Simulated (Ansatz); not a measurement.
Runs of Ansatz 0.2.0 on WS2 (Tungstenite). The structure is hexagonal, space group P6_3/mmc (No. 194). Conventional cell: a = 3.180 Å, b = 3.180 Å, c = 12.500 Å, α = 90.00°, β = 90.00°, γ = 120.00°. W (site symmetry -6m2) is surrounded by 6 S at 2.41 Å. S (site symmetry 3m) has 3 W at 2.41 Å as nearest neighbours. 

```tsv
task	level	potentials or basis	k mesh	cutoff (eV)	smearing	basis error allowed	gap on the mesh (eV)	pressure (GPa)	largest force (eV/Å)
band structure	PBE	all-electron LAPW, scalar-relativistic	10 × 10 × 3	259	fermi-dirac 0.05 eV	0.002 eV/atom	1.12	2.3	0.13
single point	PBEsol	all-electron LAPW, scalar-relativistic	10 × 10 × 3	283	fermi-dirac 0.05 eV	0.001 eV/atom	1.08	-2.7	0.15
band structure	PBEsol	all-electron LAPW, scalar-relativistic	10 × 10 × 3	259	fermi-dirac 0.05 eV	0.002 eV/atom	1.08	-2.7	0.15
single point	PBEsol	all-electron LAPW, scalar-relativistic	6 × 6 × 2	259	fermi-dirac 0.03 eV	0.002 eV/atom	1.01	(b)	0.15
phonons	PBEsol	all-electron LAPW, scalar-relativistic	10 × 10 × 3	281	fermi-dirac 0.05 eV	0.002 eV/atom	1.08	-	0.15
dielectric tensor	PBEsol	all-electron PAW datasets made for the crystal	10 × 10 × 3	400	fixed	-	1.08	-	-
single point	PBE	all-electron LAPW, scalar-relativistic	10 × 10 × 3	283	fermi-dirac 0.05 eV	0.001 eV/atom	1.12	2.3	0.13
band structure	LDA	all-electron LAPW, scalar-relativistic	10 × 10 × 3	260	fermi-dirac 0.05 eV	0.002 eV/atom	1.04	-5.6	(a)
```

Alike in all rows: no spin polarisation; cell as given.

Q: Estimate the missing entries.

A: (a) 0.36; (b) -2.6.

Caveats: spin-orbit coupling is left out, which moves the levels of the heavy elements; this functional lacks dispersion, which binds the layers, so the pressure and a relaxed spacing across them are unreliable (some runs); an odd mesh through Γ misses points on the zone boundary, where band edges often lie (some runs).

A k mesh can miss the band edges, and the runs leave out spin-orbit coupling on W.

Not every run made on this cell is shown here.
